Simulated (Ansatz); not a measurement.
# K2S (Fm-3m): volume and gaps against pressure

```
K S
1.0
     3.66791    3.66791    0.00000
    -3.66791    3.66791    0.00000
     0.00000    3.66791    3.66791
K S
2 1
Direct
  0.25000 0.75000 0.50000
  0.75000 0.25000 0.50000
  0.00000 0.00000 0.00000
```

This is the zero-pressure cell under PBEsol. Cell and atoms are relaxed by PAW (default files of Ansatz 0.2.0, cutoff 420 eV, stress met within about 0.05 GPa) at each pressure, in this structure whether or not another phase would take over; P is the pressure reached, less that of this cell. Levels come from PBEsol, all-electron LAPW in Ansatz 0.2.0, scalar-relativistic; k mesh 6×6×6, fixed occupations, basis error target 0.5 meV/atom. Conduction levels are in eV over the valence top (at X), at fixed fractional wave vectors. Zone-centre phonons come from finite displacements by PAW, without the LO-TO term.

```tsv
P (GPa)	V/V₀	Γ	X	L	T2g (cm⁻¹)	T1u TO (cm⁻¹)
-1.97	1.1408	2.041	3.377	4.427	106.6	123.0
0.00	1.0000	2.347	3.423	4.681	127.1	165.4
1.99	0.9207	2.547	3.420	4.811	141.5	193.9
3.98	?	?	?	?	?	?
6.99	0.8055	2.873	3.352	4.961	167.4	243.8
9.99	0.7610	3.010	3.298	4.998	179.3	266.5
14.95	0.7063	3.186	3.204	5.018	195.8	297.7
```

Problem. Fit the third-order Birch-Murnaghan equation to the rows shown.

Solution. With f = [(V₀/V)^(2/3) − 1]/2, the normalised pressure F = P/[3f(1 + 2f)^(5/2)] is 19.5 GPa at f = -0.0420, 20.4 GPa at f = 0.0283, 20.9 GPa at f = 0.0776, 21.2 GPa at f = 0.0998, 21.4 GPa at f = 0.1304. The line F = B₀[1 + (3/2)(B′ − 4)f] gives B₀ = 20.0 GPa and B′ = 4.4.

Problem. What are the volume deformation potentials and pressure coefficients of these levels at zero pressure?

Solution. 

```csv
level,dE/dlnV (eV),dE/dP = −(dE/dlnV)/B₀ (meV/GPa),mean slope up to 2.0 GPa (meV/GPa)
Γ,-2.39,119.6,100.3
X,-0.11,5.7,-1.8
L,-1.73,86.3,65.5
```

dE/dlnV is the slope of a cubic fit in ln V at V₀. The last column is read from two rows and shows how the slope bends with pressure.

Problem. What mode Grüneisen parameters follow?

Solution. γ = −d ln ω/d ln V at V₀ from a quadratic fit in ln V: T2g 1.31, T1u 2.06.

Problem. What belongs in the row at 3.98 GPa?

Solution. The fits give V/V₀ = 0.8652 and Γ = 2.699 eV. Computed: V/V₀ = 0.8656, Γ = 2.698, X = 3.398, L = 4.891, T2g (cm⁻¹) = 153.0, T1u TO (cm⁻¹) = 216.4.

Keep in mind: no other phase was computed; many crystals of this kind change structure within this range, and rows or crossings beyond such a change describe a metastable lattice; the frozen-core PAW files of the relaxations were fitted under PBE, their cores solved anew for this functional; semilocal gaps are low, and the spacing of valleys can be off by tenths of an eV; levels are read at fixed fractional k, so an edge that moves off these points is missed.
